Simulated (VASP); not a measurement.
# Os (Fd-3m) in VASP: further runs, part 2 of 2

VASP 6.6.1. The steps go on from the part before.

**3. Single point, BLYP**

This run uses another cell than the first one, of 20.54 Å³/atom, 0.920 times its volume.

Contents of INCAR:

```
SYSTEM = Os
AGGAC = 1.0
AGGAX = 1.0
ALDAC = 0.0
ALDAX = 1.0
ALGO = Normal
EDIFF = 1E-7
ENCUT = 520
GGA = B5
ISIF = 2
ISMEAR = -1
LASPH = .TRUE.
LCHARG = .FALSE.
LREAL = .FALSE.
LWAVE = .FALSE.
NBANDS = 15
NELM = 100
PREC = Accurate
SIGMA = 0.1
```

Contents of KPOINTS:

```
k-points
0
G
  11 11 11
  0 0 0
```

Contents of POSCAR:

```
Os
1.0
    0.0000000000      2.7385425914      2.7385425914
    2.7385425914      0.0000000000      2.7385425914
    2.7385425914      2.7385425914      0.0000000000
Os
2
Direct
    0.1250000000      0.1250000000      0.1250000000
    0.8750000000      0.8750000000      0.8750000000
```

Potentials or basis: VASP PAW PBE potentials, release 64 (Os).

The run is started by

```sh
cat potpaw_PBE.64/Os/POTCAR > POTCAR
mpirun -np 1 vasp_std > vasp.out
```

OUTCAR:

```text
SYSTEM = Os
   EDIFF = 1E-7
   ENCUT = 520
   GGA = B5
   ISIF = 2
   ISMEAR = -1
   LASPH = .TRUE.
   LREAL = .FALSE.
   NELM = 100
   PREC = Accurate

 ion  position               nearest neighbor table
   1  0.125  0.125  0.125-   2 2.37   2 2.37   2 2.37   2 2.37
   2  0.875  0.875  0.875-   1 2.37   1 2.37   1 2.37   1 2.37

  LATTYP: Found a face centered cubic cell.
 ALAT       =     5.4770851828

  Lattice vectors:

 A1 = (   0.0000000000,   2.7385425914,   2.7385425914)
 A2 = (   2.7385425914,   0.0000000000,   2.7385425914)
 A3 = (   2.7385425914,   2.7385425914,   0.0000000000)

Analysis of symmetry for initial positions (statically):
=====================================================================
 Subroutine PRICEL returns:
 Original cell was already a primitive cell.

 Routine SETGRP: Setting up the symmetry group for a
 face centered cubic supercell.

 Subroutine GETGRP returns: Found 48 space group operations
 (whereof 12 operations were pure point group operations)
 out of a pool of 48 trial point group operations.

The static configuration has the point symmetry D_3d.
 The point group associated with its full space group is O_h .

Analysis of symmetry for dynamics (positions and initial velocities):
=====================================================================
 Subroutine PRICEL returns:
 Original cell was already a primitive cell.

 Routine SETGRP: Setting up the symmetry group for a
 face centered cubic supercell.

 Subroutine GETGRP returns: Found 48 space group operations
 (whereof 12 operations were pure point group operations)
 out of a pool of 48 trial point group operations.

The dynamic configuration has the point symmetry D_3d.
 The point group associated with its full space group is O_h .

 Subroutine INISYM returns: Found 48 space group operations
 (whereof 12 operations are pure point group operations),
 and found     1 'primitive' translations

----------------------------------------------------------------------------------------

                                     Primitive cell

  volume of cell :      41.0760

  direct lattice vectors                    reciprocal lattice vectors
     0.000000000  2.738542591  2.738542591    -0.182578866  0.182578866  0.182578866
     2.738542591  0.000000000  2.738542591     0.182578866 -0.182578866  0.182578866
     2.738542591  2.738542591  0.000000000     0.182578866  0.182578866 -0.182578866

  length of vectors
     3.872884074  3.872884074  3.872884074     0.316235872  0.316235872  0.316235872

  position of ions in fractional coordinates (direct lattice)
     0.125000000  0.125000000  0.125000000
     0.875000000  0.875000000  0.875000000

  ion indices of the primitive-cell ions
   primitive index   ion index
                 1           1
                 2           2

----------------------------------------------------------------------------------------

 KPOINTS: k-points

Automatic generation of k-mesh.
 Grid dimensions read from file:
 generate k-points for:   11   11   11

 Generating k-lattice:

  Cartesian coordinates                     Fractional coordinates (reciprocal lattice)
    -0.016598079  0.016598079  0.016598079     0.090909091  0.000000000  0.000000000
     0.016598079 -0.016598079  0.016598079     0.000000000  0.090909091  0.000000000
[... 42 lines left out ...]
   total plane-waves  NPLWV =  27000
   dimension x,y,z NGX =    30 NGY =   30 NGZ =   30
   dimension x,y,z NGXF=    60 NGYF=   60 NGZF=   60
   ions per type =               2
   NGX,Y,Z   is equivalent  to a cutoff of  12.88, 12.88, 12.88 a.u.
   NGXF,Y,Z  is equivalent  to a cutoff of  25.76, 25.76, 25.76 a.u.
 SYSTEM =  Os
   PREC   = accura    normal or accurate (medium, high low for compatibility)
   ISTART =      0    job   : 0-new  1-cont  2-samecut
   ICHARG =      2    charge: 1-file 2-atom 10-const
   ISPIN  =      1    spin polarized calculation?
   LNONCOLLINEAR =      F non collinear calculations
   LSORBIT =      F    spin-orbit coupling
   LASPH  =      T    aspherical Exc in radial PAW
   ENCUT  =  520.0 eV  38.22 Ry    6.18 a.u.   7.20  7.20  7.20*2*pi/ulx,y,z
   NELM   =    100;   NELMIN=  2; NELMDL= -5     # of ELM steps
   EDIFF  = 0.1E-06   stopping-criterion for ELM
   LREAL  =      F    real-space projection
   EDIFFG = 0.1E-05   stopping-criterion for IOM
   NSW    =      0    number of steps for IOM
   IBRION =     -1    ionic relax: 0-MD 1-quasi-New 2-CG
   NFREE  =      0    steps in history (QN), initial steepest desc. (CG)
   ISIF   =      2    stress and relaxation
   ISYM   =      2    0-nonsym 1-usesym 2-fastsym
   POTIM  = 0.5000    time-step for ionic-motion
   TEBEG  =    0.0;   TEEND  =   0.0 temperature during run
   PSTRESS=    0.0 pullay stress
   NELECT =      16.0000    total number of electrons
   NUPDOWN=      -1.0000    fix difference up-down
   EMIN   =  10.00;   EMAX   =-10.00  energy-range for DOS
   EFERMI =   0.00;   METHOD = LEGACY
   ISMEAR =    -1;   SIGMA  =   0.10  broadening in eV -4-tet -1-fermi 0-gaus
   EFERMI_NEDOS =   21; number of points for ismear=-14 and -15
   IALGO  =     38    algorithm
   IMIX   =      4    mixing-type and parameters
     AMIX     =   0.40;   BMIX     =  1.00
     AMIX_MAG =   1.60;   BMIX_MAG =  1.00
  volume/ion in A,a.u.               =      20.54       138.60
  Fermi-wavevector in a.u.,A,eV,Ry     =   1.195598  2.259353 19.448923  1.429456
  Thomas-Fermi vector in A             =   2.331560
   LORBIT       =      0    0 simple, 1 ext, 2 COOP (PROOUT), +10 PAW based schemes
   GGA     = B5    functional components
   LHFCALC =     F    Hartree Fock is set to
   AEXX    =    0.0000 exact exchange contribution
   IVDW    =     0    specifies the selected vdW correction
   LEPSILON=     F    determine dielectric tensor
   LRPA    =     F    only Hartree local field effects (RPA)
 non-spin polarized calculation
  energy-cutoff  :      520.00
  volume of cell :       41.08
 maximum number of plane-waves:      1129
 NGX is ok and might be reduce to    30
   NGX = 15   NGY = 15   NGZ = 15

 number of electron      16.0000002 magnetization

 Free energy of the ion-electron system (eV)
  ---------------------------------------------------
  ext. energy  EPLUGINS =         0.00000000
  ---------------------------------------------------
  free energy    TOTEN  =       -17.76010895 eV

  energy without entropy =      -17.70474736  energy(sigma->0) =      -17.73242816

 E-fermi :   5.4311     XC(G=0): -10.7660

 val. band max:        5.3981033106   @ k =   0.4545   0.2727   0.0000
 cond. band min:       5.4315057643   @ k =   0.4545   0.3636   0.0909
 fundamental gap:      0.0334024537
 Fermi energy:         5.4310550419

 k-point     1 :       0.0000    0.0000    0.0000
  band No.  band energies     occupation
      1      -2.2992      2.00000
      2       0.9868      2.00000
      3       0.9868      2.00000
      4       1.7236      2.00000
      5       1.7236      2.00000
      6       1.7236      2.00000
      7       4.8292      1.99515
      8       4.8292      1.99515
      9       4.8292      1.99515
     10       8.1243      0.00000
     11       8.1243      0.00000
     12      17.0964      0.00000
     13      17.3589      0.00000
     14      18.5667      0.00000
[... 401 lines left out ...]
      2       0.4969      2.00000
      3       1.1679      2.00000
      4       1.3156      2.00000
      5       1.8635      2.00000
      6       2.7998      2.00000
      7       3.9859      2.00000
      8       4.2961      1.99998
      9       5.6022      0.30607
     10       7.0925      0.00000
     11       8.4093      0.00000
     12      12.8353      0.00000
     13      13.5082      0.00000
     14      16.6505      0.00000
     15      17.1685      0.00000

 [... further k-points ...]

------------------------ aborting loop because EDIFF is reached ----------------------------------------

  FORCE on cell =-STRESS in cart. coord.  units (eV):
  Direction    XX          YY          ZZ          XY          YZ          ZX
  --------------------------------------------------------------------------------------
  -------------------------------------------------------------------------------------
  Total        4.8512796      4.8512796      4.8512796      0.0000000      0.0000000     -0.0000000
  in kB      189.2249459    189.2249459    189.2249459      0.0000000      0.0000000     -0.0000000
  external PRESSURE =     189.2249459 kB  Pullay stress =       0.0000000 kB

 VOLUME and BASIS-vectors are now :
 -----------------------------------------------------------------------------
  energy-cutoff  :      520.00
  volume of cell :       41.08
      direct lattice vectors                 reciprocal lattice vectors
     0.000000000  2.738542591  2.738542591    -0.182578866  0.182578866  0.182578866
     2.738542591  0.000000000  2.738542591     0.182578866 -0.182578866  0.182578866
     2.738542591  2.738542591  0.000000000     0.182578866  0.182578866 -0.182578866

 POSITION                                       TOTAL-FORCE (eV/Angst)
 -----------------------------------------------------------------------------------
      0.68464      0.68464      0.68464        -0.000000     -0.000000     -0.000000
      4.79245      4.79245      4.79245         0.000000      0.000000      0.000000
 -----------------------------------------------------------------------------------
    total drift:                               -0.000000      0.000000      0.000000

  FREE ENERGIE OF THE ION-ELECTRON SYSTEM (eV)
  ---------------------------------------------------
  free  energy   TOTEN  =       -17.7601089530 eV

  energy  without entropy=      -17.7047473634  energy(sigma->0) =      -17.73242816
```

stdout:

```text
POSCAR found type information on POSCAR Os
 POSCAR found :  1 types and       2 ions
 scaLAPACK will be used
 -----------------------------------------------------------------------------
|                                                                             |
|                                                                             |
|     You enforced a specific xc type in the INCAR file but a different       |
|     I HOPE YOU KNOW WHAT YOU ARE DOING!                                     |
|                                                                             |
 -----------------------------------------------------------------------------

 LDA part: xc-table for (Slater(with rela. corr.)+VWN5), standard interpolation
 POSCAR, INCAR and KPOINTS ok, starting setup
 FFT: planning ... GRIDC
 FFT: planning ... GRID_SOFT
 FFT: planning ... GRID
 WAVECAR not read
 entering main loop
```

Run time: 45 s. Hardware: 1 thread of Intel Xeon Platinum 8488C (Sapphire Rapids), shared host; peak memory 0.18 GiB.

Results:

```yaml
Free_energy: -17.7601 eV
Pressure: 18.9 GPa
Band_gap_on_the_k_mesh: none (metal or under the smearing width)
```

Levels at points of the mesh, in eV from the Fermi level:
| k point | band 4 | band 5 | band 6 | band 7 | band 8 | band 9 | band 10 | band 11 | band 12 | band 13 |
| --- | --- | --- | --- | --- | --- | --- | --- | --- | --- | --- |
| (0.00, 0.00, 0.00) | -3.71 | -3.71 | -3.71 | -0.60 | -0.60 | -0.60 | 2.69 | 2.69 | 11.67 | 11.93 |

Caveat: so large a pressure means that the cell lies far from this level's equilibrium, or that cutoff or potentials fall short; the potentials were made for another functional, which shifts forces and pressure. Spin-orbit coupling is left out, which matters for the levels of Os.

**4. Single point, BLYP**

This run uses another cell than the first one, of 24.11 Å³/atom, 1.080 times its volume.

Contents of INCAR:

```
SYSTEM = Os
  PREC = Accurate
  ENCUT = 520
  EDIFF = 1E-6
  ISMEAR = -1
  SIGMA = 0.1
  LREAL = .False.
  LASPH = .True.
  NELM = 80
  ALGO = Fast
  ISIF = 2
  LWAVE = .False.
  LCHARG = .False.
  GGA = B5
  ALDAX = 1.0
  AGGAX = 1.0
  AGGAC = 1.0
  ALDAC = 0.0
  NBANDS = 15
```

Contents of KPOINTS:

```
regular mesh
0
Gamma
  11 11 11
  0 0 0
```

Contents of POSCAR:

```
Os
1.0
    0.0000000000      2.8888931277      2.8888931277
    2.8888931277      0.0000000000      2.8888931277
    2.8888931277      2.8888931277      0.0000000000
Os
2
Direct
    0.1250000000      0.1250000000      0.1250000000
    0.8750000000      0.8750000000      0.8750000000
```

The run is started by

```sh
cat potpaw_PBE.64/Os/POTCAR > POTCAR
mpirun -np 1 vasp_std > vasp.out
```

Wall time 49 s (1 thread of Intel Xeon Platinum 8488C (Sapphire Rapids), shared host); peak memory 0.18 GiB.

Results (log left out):

```yaml
Free_energy: -17.8324 eV
Pressure: -11.3 GPa
Band_gap_on_the_k_mesh: none (metal or under the smearing width)
```

Levels at points of the mesh, in eV from the Fermi level:
```tsv
k point	band 4	band 5	band 6	band 7	band 8	band 9	band 10	band 11	band 12	band 13
(0.00, 0.00, 0.00)	-3.15	-3.15	-3.15	-0.51	-0.51	-0.51	2.03	2.03	10.92	11.03
```

Caveat: the PAW data sets were made with another functional, which shifts forces and pressure a little.

**5. Single point, BLYP**

This run uses another cell than the first one, of 21.43 Å³/atom, 0.960 times its volume.

Contents of INCAR:

```
SYSTEM = Os
PREC = Accurate ; ENCUT = 520
EDIFF = 1E-6 ; ISMEAR = -1
SIGMA = 0.1 ; LREAL = .FALSE.
LASPH = .TRUE. ; NELM = 60
ALGO = Fast ; ISIF = 2
LWAVE = .FALSE. ; LCHARG = .FALSE.
GGA = B5 ; ALDAX = 1.0
AGGAX = 1.0 ; AGGAC = 1.0
ALDAC = 0.0 ; NBANDS = 15
```

Contents of KPOINTS:

```
Automatic mesh
0
G
  11 11 11
  0 0 0
```

Contents of POSCAR:

```
Os
1.0
    0.0000000000      2.7776699147      2.7776699147
    2.7776699147      0.0000000000      2.7776699147
    2.7776699147      2.7776699147      0.0000000000
Os
2
Direct
    0.1250000000      0.1250000000      0.1250000000
    0.8750000000      0.8750000000      0.8750000000
```

Potentials or basis: VASP PAW PBE potentials, release 64 (Os).

The run is started by

```sh
cat potpaw_PBE.64/Os/POTCAR > POTCAR
mpirun -np 1 vasp_std > vasp.out
```

OUTCAR:

```text
SYSTEM = Os
   PREC = Accurate
   ENCUT = 520
   EDIFF = 1E-6
   ISMEAR = -1
   LREAL = .FALSE.
   LASPH = .TRUE.
   NELM = 60
   ISIF = 2
   GGA = B5

 ion  position               nearest neighbor table
   1  0.125  0.125  0.125-   2 2.41   2 2.41   2 2.41   2 2.41
   2  0.875  0.875  0.875-   1 2.41   1 2.41   1 2.41   1 2.41

  LATTYP: Found a face centered cubic cell.
 ALAT       =     5.5553398294

  Lattice vectors:

 A1 = (   0.0000000000,   2.7776699147,   2.7776699147)
 A2 = (   2.7776699147,   0.0000000000,   2.7776699147)
 A3 = (   2.7776699147,   2.7776699147,   0.0000000000)

Analysis of symmetry for initial positions (statically):
=====================================================================
 Subroutine PRICEL returns:
 Original cell was already a primitive cell.

 Routine SETGRP: Setting up the symmetry group for a
 face centered cubic supercell.

 Subroutine GETGRP returns: Found 48 space group operations
 (whereof 12 operations were pure point group operations)
 out of a pool of 48 trial point group operations.

The static configuration has the point symmetry D_3d.
[... 179 lines left out ...]
      6       1.4211      2.00000
      7       4.3977      1.99379
      8       4.3977      1.99379
      9       4.3977      1.99379
     10       7.4772      0.00000
     11       7.4772      0.00000
     12      16.4717      0.00000
     13      16.6486      0.00000
     14      17.9797      0.00000
[... 401 lines left out ...]
      2       0.3126      2.00000
      3       0.9464      2.00000
      4       1.0549      2.00000
      5       1.5614      2.00000
      6       2.4444      2.00000
      7       3.6119      2.00000
      8       3.9005      1.99996
      9       5.1516      0.29162
     10       6.5264      0.00000
     11       7.7462      0.00000
     12      12.0336      0.00000
     13      12.7305      0.00000
     14      16.0810      0.00000
     15      16.2689      0.00000

 [... further k-points ...]

------------------------ aborting loop because EDIFF is reached ----------------------------------------

  FORCE on cell =-STRESS in cart. coord.  units (eV):
  Direction    XX          YY          ZZ          XY          YZ          ZX
  --------------------------------------------------------------------------------------
  -------------------------------------------------------------------------------------
  Total        2.3175247      2.3175247      2.3175247      0.0000000     -0.0000000     -0.0000000
  in kB       86.6289496     86.6289496     86.6289496      0.0000000     -0.0000000     -0.0000000
  external PRESSURE =      86.6289496 kB  Pullay stress =       0.0000000 kB

 VOLUME and BASIS-vectors are now :
 -----------------------------------------------------------------------------
  energy-cutoff  :      520.00
  volume of cell :       42.86
      direct lattice vectors                 reciprocal lattice vectors
     0.000000000  2.777669915  2.777669915    -0.180006990  0.180006990  0.180006990
     2.777669915  0.000000000  2.777669915     0.180006990 -0.180006990  0.180006990
     2.777669915  2.777669915  0.000000000     0.180006990  0.180006990 -0.180006990

 POSITION                                       TOTAL-FORCE (eV/Angst)
 -----------------------------------------------------------------------------------
      0.69442      0.69442      0.69442        -0.000000      0.000000      0.000000
      4.86092      4.86092      4.86092         0.000000     -0.000000     -0.000000
 -----------------------------------------------------------------------------------
    total drift:                               -0.000000      0.000000      0.000000

  FREE ENERGIE OF THE ION-ELECTRON SYSTEM (eV)
  ---------------------------------------------------
  free  energy   TOTEN  =       -17.9122707380 eV

  energy  without entropy=      -17.8540590059  energy(sigma->0) =      -17.88316487
```

stdout:

```text
POSCAR found type information on POSCAR Os
 POSCAR found :  1 types and       2 ions
 scaLAPACK will be used
 -----------------------------------------------------------------------------
|                                                                             |
|                                                                             |
|     You enforced a specific xc type in the INCAR file but a different       |
|     I HOPE YOU KNOW WHAT YOU ARE DOING!                                     |
|                                                                             |
 -----------------------------------------------------------------------------

 LDA part: xc-table for (Slater(with rela. corr.)+VWN5), standard interpolation
 POSCAR, INCAR and KPOINTS ok, starting setup
 FFT: planning ... GRIDC
 FFT: planning ... GRID_SOFT
 FFT: planning ... GRID
 WAVECAR not read
 entering main loop
```

Run time: 44 s. Hardware: 1 thread of Intel Xeon Platinum 8488C (Sapphire Rapids), shared host; peak memory 0.18 GiB.

Results:

* Free energy: -17.9123 eV
* Pressure: 8.7 GPa
* Band gap on the k mesh: none (metal or under the smearing width)

Levels at points of the mesh, in eV from the Fermi level:
```tsv
k point	band 6	band 7	band 8	band 9	band 10	band 11
(0.00, 0.00, 0.00)	-3.55	-0.58	-0.58	-0.58	2.50	2.50
```

Caveat: the PAW data sets were made with another functional, which shifts forces and pressure a little. The run has no spin-orbit coupling, so splittings on Os are missing.

**6. Overview**

```csv
cell,k mesh,gap on the mesh (eV),pressure (GPa)
"Fd-3m, 22.32 Å³/atom",16 × 16 × 16,none,0.4
"Fd-3m, 20.54 Å³/atom",11 × 11 × 11,none,18.9
"Fd-3m, 24.11 Å³/atom",11 × 11 × 11,none,-11.3
"Fd-3m, 21.43 Å³/atom",11 × 11 × 11,none,8.7
```

Alike in all rows: task single point; level BLYP; potentials or basis VASP PAW PBE potentials, release 64 (Os); no spin polarisation; cutoff (eV) 520; smearing fermi-dirac 0.1 eV.

Every run on the cell as given and a fine mesh finds a metal.

Caveats: the PAW data sets were made with another functional, which shifts forces and pressure a little (some runs); so large a pressure means that the cell lies far from this level's equilibrium, or that cutoff or potentials fall short (some runs); the potentials were made for another functional, which shifts forces and pressure (some runs).

Total energies depend on the potentials used, so only differences within one code and one set of settings carry meaning.
